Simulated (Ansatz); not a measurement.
The structure below was relaxed with DFT with r2SCAN+rVV10, PAW potentials and a 500 eV plane-wave cutoff in Ansatz (an electronic-structure program), scalar-relativistic without spin-orbit coupling, at pressure 10 GPa.

```
CELL_PARAMETERS angstrom
      2.03199     1.17317     9.62021
     -2.03199     1.17317     9.62021
      0.00000    -2.34634     9.62021
ATOMIC_POSITIONS crystal
  Sb 0.39988 0.39988 0.39988
  Sb 0.60012 0.60012 0.60012
  Te 0.00000 0.00000 0.00000
  Te 0.20685 0.20685 0.20685
  Te 0.79315 0.79315 0.79315
```

Q: Find the space group and the Wyckoff positions.

A: Space group R-3m, hexagonal axes (No. 166); a = b = 4.0640 Å, c = 28.8606 Å, α = β = 90.00°, γ = 120.00°

```csv
atom,site,symmetry,x,y,z
Sb,6c,3m,0.0000,0.0000,0.3999
Te,3a,-3m,0.0000,0.0000,0.0000
Te,6c,3m,0.0000,0.0000,0.2068
```

Q: Describe the coordination.

A: The crystal has 15 atoms in its conventional cell. Conventional cell: a = b = 4.0640 Å, c = 28.8606 Å, α = β = 90.00°, γ = 120.00°. Sb has 6 Te at 2.915–3.032 Å (octahedral). Te1 is coordinated by 6 Sb at 3.032 Å (octahedral). Te2 sees 3 Sb at 2.915 Å and 3 Te at 3.299 Å (octahedral). (Neighbours: up to the widest gap in distance over summed covalent radii, below 1.35, at either atom.)

The mesh was chosen for an insulator and is coarse for the gapless case. Spin-orbit coupling, missing from the scalar runs, can matter with Sb and Te. Load acts through the strain it causes; cell and atoms are relaxed under it. No phonon test of stability was made. No other phases were tried under pressure. The final runs are not spin-polarised. The cell was made from Sb2Te3 in the Bi2Te3 type structure (space group R-3m, No. 166) by this change: pressure 10 GPa.
